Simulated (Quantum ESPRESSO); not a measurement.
## How cutoff, mesh and threshold together moves the magnetism of MnS (Browneite)

Aim: see how far moments and order energies of MnS (Browneite) move with cutoff, mesh and threshold together, and what each rung costs.

Program: Quantum ESPRESSO 7.5. Level of theory: PBE; plane waves with GBRV 1.5 PBE potentials, no spin-orbit coupling (settings of the first rung). Results are calculated unless marked as measured.

### 1. Starting point

It takes space group F-43m (No. 216, cubic). Conventional cell: a = 5.600 Å, b = 5.600 Å, c = 5.600 Å, α = 90.00°, β = 90.00°, γ = 90.00°. Nearest to Mn lie 4 S at 2.42 Å. Nearest to S lie 4 Mn at 2.42 Å. Farther neighbours and most contacts between anions are not listed.

The cell comes from the Crystallography Open Database.

### 2. Rung 1, start ferro +

File pw.in:

```
&CONTROL
  calculation = 'scf'
  prefix = 'pwscf'
  outdir = './tmp'
  pseudo_dir = './pseudo'
  disk_io = 'nowf'
/
&SYSTEM
  ibrav = 0
  nat = 2
  ntyp = 2
  ecutwfc = 22
  ecutrho = 154
  nbnd = 19
  occupations = 'smearing'
  smearing = 'fd'
  degauss = 0.00734986
  nspin = 2
  starting_magnetization(1) = 0.3
  starting_magnetization(2) = 0
/
&ELECTRONS
  conv_thr = 2d-06
  electron_maxstep = 150
  mixing_beta = 0.3
/
ATOMIC_SPECIES
Mn     54.9380 mn_pbe_v1.5.uspp.F.UPF
S      32.0600 s_pbe_v1.4.uspp.F.UPF
CELL_PARAMETERS angstrom
   0.0000000000    2.8000000000    2.8000000000
   2.8000000000    0.0000000000    2.8000000000
   2.8000000000    2.8000000000    0.0000000000
ATOMIC_POSITIONS crystal
Mn      0.0000000000    0.0000000000    0.0000000000
S       0.2500000000    0.2500000000    0.2500000000
K_POINTS automatic
4 4 4 0 0 0
```

Run with:

```sh
> OMP_NUM_THREADS=1 mpirun -n 2 pw.x -nk 2 -in pw.in > pw.out
```

Output:

```text
Program PWSCF v.7.5 starts

     Message from routine setup:
     using ibrav=0 with symmetry is DISCOURAGED, use correct ibrav instead

     K-points division:     npool     =       2
     Subspace diagonalization in iterative solution of the eigenvalue problem:

     bravais-lattice index     =            0
     lattice parameter (alat)  =       7.4829  a.u.
     unit-cell volume          =     296.2789 (a.u.)^3
     number of atoms/cell      =            2
     number of atomic types    =            2
     number of electrons       =        21.00
     number of Kohn-Sham states=           19
     kinetic-energy cutoff     =      22.0000  Ry
     charge density cutoff     =     154.0000  Ry
     scf convergence threshold =      2.0E-06
     mixing beta               =       0.3000
     number of iterations used =            8  plain     mixing
     Exchange-correlation=  SLA  PW   PBX  PBC
                           (   1   4   3   4   0   0   0)

     celldm(1)=   7.482934  celldm(2)=   0.000000  celldm(3)=   0.000000
     celldm(4)=   0.000000  celldm(5)=   0.000000  celldm(6)=   0.000000

     crystal axes: (cart. coord. in units of alat)
               a(1) = (   0.000000   0.707107   0.707107 )
               a(2) = (   0.707107   0.000000   0.707107 )
               a(3) = (   0.707107   0.707107   0.000000 )

     reciprocal axes: (cart. coord. in units 2 pi/alat)
               b(1) = ( -0.707107  0.707107  0.707107 )
               b(2) = (  0.707107 -0.707107  0.707107 )
               b(3) = (  0.707107  0.707107 -0.707107 )

     PseudoPot. # 1 for Mn read from file:
     mn_pbe_v1.5.uspp.F.UPF
     Pseudo is Ultrasoft + core correction, Zval = 15.0

     PseudoPot. # 2 for S  read from file:
     s_pbe_v1.4.uspp.F.UPF
     Pseudo is Ultrasoft + core correction, Zval =  6.0

     atomic species   valence    mass     pseudopotential
     Mn               15.00    54.93800     Mn( 1.00)
     S                 6.00    32.06000     S ( 1.00)

     Starting magnetic structure
     atomic species   magnetization
     Mn              0.300
     S               0.000

     24 Sym. Ops. (no inversion) found

   Cartesian axes

     site n.     atom                  positions (alat units)
         1        Mn     tau(   1) = (   0.0000000   0.0000000   0.0000000  )
         2        S      tau(   2) = (   0.3535534   0.3535534   0.3535534  )

     number of k points=     8  Fermi-Dirac smearing, width (Ry)=  0.0073
                       cart. coord. in units 2pi/alat
        k(    1) = (   0.0000000   0.0000000   0.0000000), wk =   0.0156250
        k(    2) = (   0.1767767   0.1767767  -0.1767767), wk =   0.1250000
        k(    3) = (  -0.3535534  -0.3535534   0.3535534), wk =   0.0625000
        k(    4) = (   0.3535534   0.0000000   0.0000000), wk =   0.0937500
        k(    5) = (  -0.1767767  -0.5303301   0.5303301), wk =   0.3750000
        k(    6) = (   0.0000000  -0.3535534   0.3535534), wk =   0.1875000
        k(    7) = (  -0.7071068   0.0000000   0.0000000), wk =   0.0468750
        k(    8) = (  -0.7071068   0.3535534   0.0000000), wk =   0.0937500

     Dense  grid:     9577 G-vectors     FFT dimensions: (  30,  30,  30)

     Smooth grid:     4111 G-vectors     FFT dimensions: (  24,  24,  24)

     Check: negative core charge=   -0.000044
     Generating pointlists ...
     new r_m :   0.2526 (alat units)  1.8902 (a.u.) for type    1
     new r_m :   0.2526 (alat units)  1.8902 (a.u.) for type    2

     Initial potential from superposition of free atoms

     starting charge      20.4999, renormalised to      21.0000
     Starting wfcs are   17 randomized atomic wfcs +    2 random wfcs

     Self-consistent Calculation

     iteration #  1     ecut=    22.00 Ry     beta= 0.30
     Davidson diagonalization with overlap
     ethr =  1.00E-02,  avg # of iterations =  4.6

     total energy              =    -234.47568378 Ry
     estimated scf accuracy    <       1.33961905 Ry

     total magnetization       =     4.26 Bohr mag/cell
     absolute magnetization    =     4.26 Bohr mag/cell

     iteration #  2     ecut=    22.00 Ry     beta= 0.30
     Davidson diagonalization with overlap
     ethr =  6.38E-03,  avg # of iterations =  1.8

     total energy              =    -234.78553944 Ry
     estimated scf accuracy    <       0.15669466 Ry

     total magnetization       =     4.38 Bohr mag/cell
     absolute magnetization    =     4.38 Bohr mag/cell

     [... further iterations left out ...]

     iteration #  7     ecut=    22.00 Ry     beta= 0.30
     Davidson diagonalization with overlap
     ethr =  4.17E-07,  avg # of iterations =  1.2

     negative rho (up, down):  0.000E+00 1.341E-03

     total energy              =    -234.82057107 Ry
     estimated scf accuracy    <       0.00000693 Ry

     total magnetization       =     4.86 Bohr mag/cell
     absolute magnetization    =     4.86 Bohr mag/cell

     iteration #  8     ecut=    22.00 Ry     beta= 0.30
     Davidson diagonalization with overlap
     ethr =  3.30E-08,  avg # of iterations =  2.0

     negative rho (up, down):  0.000E+00 1.360E-03

     Magnetic moment per site  (integrated on atomic sphere of radius R)
     atom   1 (R=0.253)  charge= 12.9770  magn=  4.1556
     atom   2 (R=0.253)  charge=  4.2183  magn=  0.1301

     End of self-consistent calculation

     [... lines left out ...]
     the Fermi energy is     7.2760 ev

!    total energy              =    -234.82071820 Ry
     estimated scf accuracy    <       0.00000160 Ry
     smearing contrib. (-TS)   =      -0.00182311 Ry
     internal energy E=F+TS    =    -234.81889508 Ry

     The total energy is F=E-TS. E is the sum of the following terms:
     one-electron contribution =    -156.67781910 Ry
     hartree contribution      =      83.58809534 Ry
     xc contribution           =     -35.01036699 Ry
     ewald contribution        =    -126.71880434 Ry

     total magnetization       =     4.86 Bohr mag/cell
     absolute magnetization    =     4.86 Bohr mag/cell

     convergence has been achieved in   8 iterations

=------------------------------------------------------------------------------=
   JOB DONE.
=------------------------------------------------------------------------------=
```

Run time: 4.7 s. Hardware: 2 MPI ranks of Intel Xeon Platinum 8488C (Sapphire Rapids), shared host; peak memory 0.15 GiB.

Spin moment in the atom's sphere by atom:

```csv
atom,spin moment in the atom's sphere (μB)
Mn1,4.16
S2,0.13
```

This step gave:

- magnetization: 4.865 μB
- final state: ferromagnetic

### 3. Rung 1, start antiferro q=(0,1/2,1/2) +-

The wavevector q is in fractions of the reciprocal vectors of the crystal's primitive cell, as the cells of these inputs are built from it; moments change sign between cells as cos(2π q·R).

File pw.in:

```
&CONTROL
  calculation = 'scf'
  prefix = 'pwscf'
  outdir = './tmp'
  pseudo_dir = './pseudo'
  disk_io = 'nowf'
/
&SYSTEM
  ibrav = 0
  nat = 4
  ntyp = 3
  ecutwfc = 22
  ecutrho = 154
  nbnd = 30
  occupations = 'smearing'
  smearing = 'fd'
  degauss = 0.00734986
  nspin = 2
  starting_magnetization(1) = 0.3
  starting_magnetization(2) = -0.3
  starting_magnetization(3) = 0
/
&ELECTRONS
  conv_thr = 4d-06
  electron_maxstep = 150
  mixing_beta = 0.3
/
ATOMIC_SPECIES
Mn1    54.9380 mn_pbe_v1.5.uspp.F.UPF
Mn2    54.9380 mn_pbe_v1.5.uspp.F.UPF
S      32.0600 s_pbe_v1.4.uspp.F.UPF
CELL_PARAMETERS angstrom
   0.0000000000    2.8000000000    2.8000000000
   5.6000000000    0.0000000000    5.6000000000
   5.6000000000    2.8000000000    2.8000000000
ATOMIC_POSITIONS crystal
Mn1     0.0000000000    0.0000000000    0.0000000000
Mn2     0.0000000000    0.5000000000    0.0000000000
S       0.2500000000    0.0000000000    0.2500000000
S       0.2500000000    0.5000000000    0.2500000000
K_POINTS automatic
4 2 4 0 0 0
```

Output:

```text
     [... lines left out ...]
Program PWSCF v.7.5 starts
     [... lines left out ...]
     number of atoms/cell      =            4
     [... lines left out ...]
     number of electrons       =        42.00
     number of Kohn-Sham states=           30
     kinetic-energy cutoff     =      22.0000  Ry
     charge density cutoff     =     154.0000  Ry
     scf convergence threshold =      4.0E-06
     [... lines left out ...]
      8 Sym. Ops. (no inversion) found
     [... lines left out ...]
     number of k points=    10  Fermi-Dirac smearing, width (Ry)=  0.0073
     [... lines left out ...]
     iteration #  8     ecut=    22.00 Ry     beta= 0.30
     [... lines left out ...]
     Magnetic moment per site  (integrated on atomic sphere of radius R)
     atom   1 (R=0.253)  charge= 12.9870  magn=  4.0141
     atom   2 (R=0.253)  charge= 12.9868  magn= -4.0141
     atom   3 (R=0.253)  charge=  4.2035  magn=  0.0000
     atom   4 (R=0.253)  charge=  4.2035  magn= -0.0000
     [... lines left out ...]
     the Fermi energy is     7.1582 ev
!    total energy              =    -469.68053002 Ry
     estimated scf accuracy    <       0.00000099 Ry
     smearing contrib. (-TS)   =      -0.00004209 Ry
     [... lines left out ...]
     total magnetization       =    -0.00 Bohr mag/cell
     absolute magnetization    =     8.99 Bohr mag/cell
     convergence has been achieved in   8 iterations
```

Run time: 11 s. Hardware: 2 MPI ranks; peak memory 0.21 GiB; 22 s of CPU time.

Spin moment in the atom's sphere by atom:

```csv
atom,spin moment in the atom's sphere (μB)
Mn1,4.01
Mn2,-4.01
S3,0.00
S4,0.00
```

Read from the output:

```yaml
magnetization: 0 μB
final_state: antiferromagnetic
```

### 4. Rung 2, start ferro +

File pw.in:

```
&CONTROL
  calculation = 'scf'
  prefix = 'pwscf'
  outdir = './tmp'
  pseudo_dir = './pseudo'
  disk_io = 'nowf'
/
&SYSTEM
  ibrav = 0
  nat = 2
  ntyp = 2
  ecutwfc = 30
  ecutrho = 210
  nbnd = 19
  occupations = 'smearing'
  smearing = 'fd'
  degauss = 0.00734986
  nspin = 2
  starting_magnetization(1) = 0.3
  starting_magnetization(2) = 0
/
&ELECTRONS
  conv_thr = 2d-07
  electron_maxstep = 150
  mixing_beta = 0.3
/
ATOMIC_SPECIES
Mn     54.9380 mn_pbe_v1.5.uspp.F.UPF
S      32.0600 s_pbe_v1.4.uspp.F.UPF
CELL_PARAMETERS angstrom
   0.0000000000    2.8000000000    2.8000000000
   2.8000000000    0.0000000000    2.8000000000
   2.8000000000    2.8000000000    0.0000000000
ATOMIC_POSITIONS crystal
Mn      0.0000000000    0.0000000000    0.0000000000
S       0.2500000000    0.2500000000    0.2500000000
K_POINTS automatic
4 4 4 0 0 0
```

Output:

```text
     [... lines left out ...]
Program PWSCF v.7.5 starts
     [... lines left out ...]
     number of atoms/cell      =            2
     [... lines left out ...]
     number of electrons       =        21.00
     number of Kohn-Sham states=           19
     kinetic-energy cutoff     =      30.0000  Ry
     charge density cutoff     =     210.0000  Ry
     scf convergence threshold =      2.0E-07
     [... lines left out ...]
     24 Sym. Ops. (no inversion) found
     [... lines left out ...]
     number of k points=     8  Fermi-Dirac smearing, width (Ry)=  0.0073
     [... lines left out ...]
     iteration #  8     ecut=    30.00 Ry     beta= 0.30
     [... lines left out ...]
     Magnetic moment per site  (integrated on atomic sphere of radius R)
     atom   1 (R=0.253)  charge= 12.9436  magn=  4.1350
     atom   2 (R=0.253)  charge=  4.2167  magn=  0.1177
     [... lines left out ...]
     the Fermi energy is     7.4168 ev
!    total energy              =    -235.35807047 Ry
     estimated scf accuracy    <       0.00000020 Ry
     smearing contrib. (-TS)   =      -0.00182703 Ry
     [... lines left out ...]
     total magnetization       =     4.86 Bohr mag/cell
     absolute magnetization    =     4.86 Bohr mag/cell
     convergence has been achieved in   8 iterations
```

Elapsed: 7.1 s, on 2 MPI ranks; peak memory 0.18 GiB.

This step gave:

```yaml
magnetization: 4.865 μB
final_state: ferromagnetic
largest_moment: 4.135 μB
```

### 5. Rung 2, start antiferro q=(0,1/2,1/2) +-

File pw.in:

```
&CONTROL
  calculation = 'scf'
  prefix = 'pwscf'
  outdir = './tmp'
  pseudo_dir = './pseudo'
  disk_io = 'nowf'
/
&SYSTEM
  ibrav = 0
  nat = 4
  ntyp = 3
  ecutwfc = 30
  ecutrho = 210
  nbnd = 30
  occupations = 'smearing'
  smearing = 'fd'
  degauss = 0.00734986
  nspin = 2
  starting_magnetization(1) = 0.3
  starting_magnetization(2) = -0.3
  starting_magnetization(3) = 0
/
&ELECTRONS
  conv_thr = 4d-07
  electron_maxstep = 150
  mixing_beta = 0.3
/
ATOMIC_SPECIES
Mn1    54.9380 mn_pbe_v1.5.uspp.F.UPF
Mn2    54.9380 mn_pbe_v1.5.uspp.F.UPF
S      32.0600 s_pbe_v1.4.uspp.F.UPF
CELL_PARAMETERS angstrom
   0.0000000000    2.8000000000    2.8000000000
   5.6000000000    0.0000000000    5.6000000000
   5.6000000000    2.8000000000    2.8000000000
ATOMIC_POSITIONS crystal
Mn1     0.0000000000    0.0000000000    0.0000000000
Mn2     0.0000000000    0.5000000000    0.0000000000
S       0.2500000000    0.0000000000    0.2500000000
S       0.2500000000    0.5000000000    0.2500000000
K_POINTS automatic
4 2 4 0 0 0
```

Output:

```text
     [... lines left out ...]
Program PWSCF v.7.5 starts
     [... lines left out ...]
     number of atoms/cell      =            4
     [... lines left out ...]
     number of electrons       =        42.00
     number of Kohn-Sham states=           30
     kinetic-energy cutoff     =      30.0000  Ry
     charge density cutoff     =     210.0000  Ry
     scf convergence threshold =      4.0E-07
     [... lines left out ...]
      8 Sym. Ops. (no inversion) found
     [... lines left out ...]
     number of k points=    10  Fermi-Dirac smearing, width (Ry)=  0.0073
     [... lines left out ...]
     iteration #  9     ecut=    30.00 Ry     beta= 0.30
     [... lines left out ...]
     Magnetic moment per site  (integrated on atomic sphere of radius R)
     atom   1 (R=0.253)  charge= 12.9539  magn=  3.9828
     atom   2 (R=0.253)  charge= 12.9539  magn= -3.9828
     atom   3 (R=0.253)  charge=  4.2014  magn=  0.0000
     atom   4 (R=0.253)  charge=  4.2014  magn=  0.0000
     [... lines left out ...]
     the Fermi energy is     7.2702 ev
!    total energy              =    -470.75789198 Ry
     estimated scf accuracy    <       0.00000032 Ry
     smearing contrib. (-TS)   =      -0.00003710 Ry
     [... lines left out ...]
     total magnetization       =    -0.00 Bohr mag/cell
     absolute magnetization    =     9.00 Bohr mag/cell
     convergence has been achieved in   9 iterations
```

Elapsed: 31 s, on 2 MPI ranks; peak memory 0.27 GiB; 62 s of CPU time.

This step gave:

```yaml
magnetization: 0 μB
final_state: antiferromagnetic
largest_moment: 3.983 μB
```

### 6. Rung 3, start ferro +

File pw.in:

```
&CONTROL
  calculation = 'scf'
  prefix = 'pwscf'
  outdir = './tmp'
  pseudo_dir = './pseudo'
  disk_io = 'nowf'
/
&SYSTEM
  ibrav = 0
  nat = 2
  ntyp = 2
  ecutwfc = 40
  ecutrho = 280
  nbnd = 19
  occupations = 'smearing'
  smearing = 'fd'
  degauss = 0.00734986
  nspin = 2
  starting_magnetization(1) = 0.3
  starting_magnetization(2) = 0
/
&ELECTRONS
  conv_thr = 4d-09
  electron_maxstep = 150
  mixing_beta = 0.3
/
ATOMIC_SPECIES
Mn     54.9380 mn_pbe_v1.5.uspp.F.UPF
S      32.0600 s_pbe_v1.4.uspp.F.UPF
CELL_PARAMETERS angstrom
   0.0000000000    2.8000000000    2.8000000000
   2.8000000000    0.0000000000    2.8000000000
   2.8000000000    2.8000000000    0.0000000000
ATOMIC_POSITIONS crystal
Mn      0.0000000000    0.0000000000    0.0000000000
S       0.2500000000    0.2500000000    0.2500000000
K_POINTS automatic
6 6 6 0 0 0
```

Output:

```text
     [... lines left out ...]
Program PWSCF v.7.5 starts
     [... lines left out ...]
     number of atoms/cell      =            2
     [... lines left out ...]
     number of electrons       =        21.00
     number of Kohn-Sham states=           19
     kinetic-energy cutoff     =      40.0000  Ry
     charge density cutoff     =     280.0000  Ry
     scf convergence threshold =      4.0E-09
     [... lines left out ...]
     24 Sym. Ops. (no inversion) found
     [... lines left out ...]
     number of k points=    16  Fermi-Dirac smearing, width (Ry)=  0.0073
     [... lines left out ...]
     iteration # 10     ecut=    40.00 Ry     beta= 0.30
     [... lines left out ...]
     Magnetic moment per site  (integrated on atomic sphere of radius R)
     atom   1 (R=0.253)  charge= 12.9428  magn=  4.1355
     atom   2 (R=0.253)  charge=  4.2147  magn=  0.1122
     [... lines left out ...]
     the Fermi energy is     7.4284 ev
!    total energy              =    -235.38096153 Ry
     estimated scf accuracy    <          2.9E-09 Ry
     smearing contrib. (-TS)   =      -0.00193877 Ry
     [... lines left out ...]
     total magnetization       =     4.87 Bohr mag/cell
     absolute magnetization    =     4.87 Bohr mag/cell
     convergence has been achieved in  10 iterations
```

Run time: 11 s. Hardware: 2 MPI ranks; peak memory 0.22 GiB; 21 s of CPU time.

This step gave:

* magnetization: 4.867 μB
* final state: ferromagnetic
* largest moment: 4.136 μB

### 7. Rung 3, start antiferro q=(0,1/2,1/2) +-

File pw.in:

```
&CONTROL
  calculation = 'scf'
  prefix = 'pwscf'
  outdir = './tmp'
  pseudo_dir = './pseudo'
  disk_io = 'nowf'
/
&SYSTEM
  ibrav = 0
  nat = 4
  ntyp = 3
  ecutwfc = 40
  ecutrho = 280
  nbnd = 30
  occupations = 'smearing'
  smearing = 'fd'
  degauss = 0.00734986
  nspin = 2
  starting_magnetization(1) = 0.3
  starting_magnetization(2) = -0.3
  starting_magnetization(3) = 0
/
&ELECTRONS
  conv_thr = 8d-09
  electron_maxstep = 150
  mixing_beta = 0.3
/
ATOMIC_SPECIES
Mn1    54.9380 mn_pbe_v1.5.uspp.F.UPF
Mn2    54.9380 mn_pbe_v1.5.uspp.F.UPF
S      32.0600 s_pbe_v1.4.uspp.F.UPF
CELL_PARAMETERS angstrom
   0.0000000000    2.8000000000    2.8000000000
   5.6000000000    0.0000000000    5.6000000000
   5.6000000000    2.8000000000    2.8000000000
ATOMIC_POSITIONS crystal
Mn1     0.0000000000    0.0000000000    0.0000000000
Mn2     0.0000000000    0.5000000000    0.0000000000
S       0.2500000000    0.0000000000    0.2500000000
S       0.2500000000    0.5000000000    0.2500000000
K_POINTS automatic
6 3 6 0 0 0
```

Output:

```text
     [... lines left out ...]
Program PWSCF v.7.5 starts
     [... lines left out ...]
     number of atoms/cell      =            4
     [... lines left out ...]
     number of electrons       =        42.00
     number of Kohn-Sham states=           30
     kinetic-energy cutoff     =      40.0000  Ry
     charge density cutoff     =     280.0000  Ry
     scf convergence threshold =      8.0E-09
     [... lines left out ...]
      8 Sym. Ops. (no inversion) found
     [... lines left out ...]
     number of k points=    20  Fermi-Dirac smearing, width (Ry)=  0.0073
     [... lines left out ...]
     iteration # 13     ecut=    40.00 Ry     beta= 0.30
     [... lines left out ...]
     Magnetic moment per site  (integrated on atomic sphere of radius R)
     atom   1 (R=0.253)  charge= 12.9526  magn=  3.9856
     atom   2 (R=0.253)  charge= 12.9526  magn= -3.9856
     atom   3 (R=0.253)  charge=  4.2007  magn=  0.0000
     atom   4 (R=0.253)  charge=  4.2007  magn=  0.0000
     [... lines left out ...]
     the Fermi energy is     7.2550 ev
!    total energy              =    -470.80298078 Ry
     estimated scf accuracy    <          2.4E-09 Ry
     smearing contrib. (-TS)   =      -0.00003431 Ry
     [... lines left out ...]
     total magnetization       =    -0.00 Bohr mag/cell
     absolute magnetization    =     9.01 Bohr mag/cell
     convergence has been achieved in  13 iterations
```

Run time: 95 s. Hardware: 2 MPI ranks; peak memory 0.38 GiB; 3.2 min of CPU time.

Numbers from this step:

| Item | Value |
| --- | --- |
| magnetization | 0 μB |
| final state | antiferromagnetic |
| largest moment | 3.986 μB |

(Part 1 of 2 ends here.)

[Logs and program files are shortened in this print: banners, set-up blocks, solver, clock and traceback lines can be left out without a mark of their own.]

[Logs are printed without paths, hosts, clocks, repeated set-up lines and the standing remarks that a program may print on its own settings, such as how far it seeks lower states.]

[Hosts, paths, dates, database ids (printed as entryN), source tags and the programs' standing remarks are cut or masked in the printed files.]

[Where a cell is said to come from a database of computed structures, the database is the Materials Project.]
